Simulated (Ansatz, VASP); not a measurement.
# One calculation of P, two programs

Contents of INCAR:

```
SYSTEM = P
  PREC = Accurate
  ENCUT = 520
  EDIFF = 1E-6
  ISMEAR = 0
  SIGMA = 0.1
  LREAL = .FALSE.
  LASPH = .TRUE.
  NELM = 60
  ALGO = Normal
  ISIF = 2
  LWAVE = .FALSE.
  LCHARG = .FALSE.
  GGA = PE
  NBANDS = 12
```

Contents of KPOINTS:

```
Automatic mesh
0
G
  11 11 6
  0 0 0
```

The input POSCAR:

```
P
1.0
    2.4246941115      0.0000000000      0.0000000000
    0.0000000000      2.4385351442      0.0000000000
   -0.0203144631      0.0000000000      4.8524328982
P
2
Direct
    0.0000000300      0.0000000000      0.7494253600
    0.9999999700      0.0000000000      0.2505746400
```

Contents of input.yaml:

```yaml
crystal:
  lattice:
    - [2.4246941115, 0.0, 0.0]
    - [0.0, 2.4385351442, 0.0]
    - [-0.0203144631, 0.0, 4.8524328982]
  atoms:
    - { symbol: P, position: [3.0e-08, 0.0, 0.74942536] }
    - { symbol: P, position: [0.99999997, 0.0, 0.25057464] }
kpoints:
  mp_grid: { grid: [11, 11, 6] }
scf:
  occupations: { method: gaussian, width: 0.1 }
hamiltonian:
  xc: pbe
  pseudopotentials: { kind: all_electron, lapw: { basis_error: 0.001 } }
output:
  forces: true
  stress: true
  eigenvalues: true
```

This isn't the form of P at room conditions, which is orthorhombic.

Alike in both runs: task single point; functional PBE; k mesh 11 × 11 × 6; occupations gaussian, width 0.1 eV; no spin polarisation.

|  | VASP | Ansatz |
| --- | --- | --- |
| version | VASP 6.6.1 | Ansatz 0.2.0 |
| potentials or method | VASP PAW PBE potentials, release 64 (P) | all-electron LAPW, scalar-relativistic |
| plane-wave cutoff (eV) | 520 | see its input |

|  | VASP | Ansatz | Ansatz less VASP |
| --- | --- | --- | --- |
| gap on the k mesh at the Fermi level (eV) | none | none | - |
| pressure (GPa) | 1.9 | 2.2 | +0.34 |
| largest component of the traceless stress (GPa) | 0.80 | 0.80 | 0.000 |

A gap of «none» marks a metal or a gap that the smearing closes. Ansatz ran all-electron here, so the differences hold the error of VASP's frozen core and of both bases.
